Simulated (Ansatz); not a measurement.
Al₃Cu₂: generalised stacking fault

The calculation used DFT PBEsol, scalar-relativistic, plane waves, PAW (Ansatz 0.2.0). The runs took a 420 eV cutoff, a Γ-centred 13×13×5 mesh and Gaussian smearing (0.15 eV). No spin polarisation. Energies are free energies at this smearing, counted from the undisturbed cell; pressure is positive in compression.

Reference structure (relaxed at this level; it needn't be the usual structure):

```xyz
10
Lattice="-2.0493 -3.5495 0.0000 2.0493 -3.5495 0.0000 0.0000 0.0000 9.9642" Properties=species:S:1:pos:R:3 pbc="T T T"
Al    0.0000    0.0000    7.4732
Al    0.0000    0.0000    2.4911
Al    0.0000   -4.7326    9.2244
Al    0.0000   -4.7326    4.2423
Al    0.0000   -2.3663    0.7398
Al    0.0000   -2.3663    5.7219
Cu    0.0000   -4.7326    1.7053
Cu    0.0000   -4.7326    6.6874
Cu    0.0000   -2.3663    8.2589
Cu    0.0000   -2.3663    3.2768
```

The cut lies on the cell's a–b face, a (0 0 1) plane (indices in the standard cell, whose axes needn't be the Cartesian ones shown) of area 14.55 Å², between layers 1.48 Å apart. Vector c is tilted by f times 1·a + 0·b (length 4.099 Å) with the atoms' Cartesian places fixed: one unrelaxed fault a cell. The cell is metallic on the mesh throughout.

```
     f  γ (mJ/m²)
0.0000          0
0.1000        199
0.2000        864
0.3000       2036
0.4000       3329
0.5000       3916
```

Q: Predict the shear traction, the slope of γ along the slip (GPa) at each point.

A:
| f | shear traction, the slope of γ along the slip (GPa) |
| --- | --- |
| 0.0000 | 0.0 |
| 0.1000 | 10.0 |
| 0.2000 | 22.8 |
| 0.3000 | 32.9 |
| 0.4000 | 26.4 |
| 0.5000 | 0.0 |

Cost: 6 runs of about 9.7 core-minutes in all, on Intel Xeon 6975P-C (Granite Rapids) (shared hosts).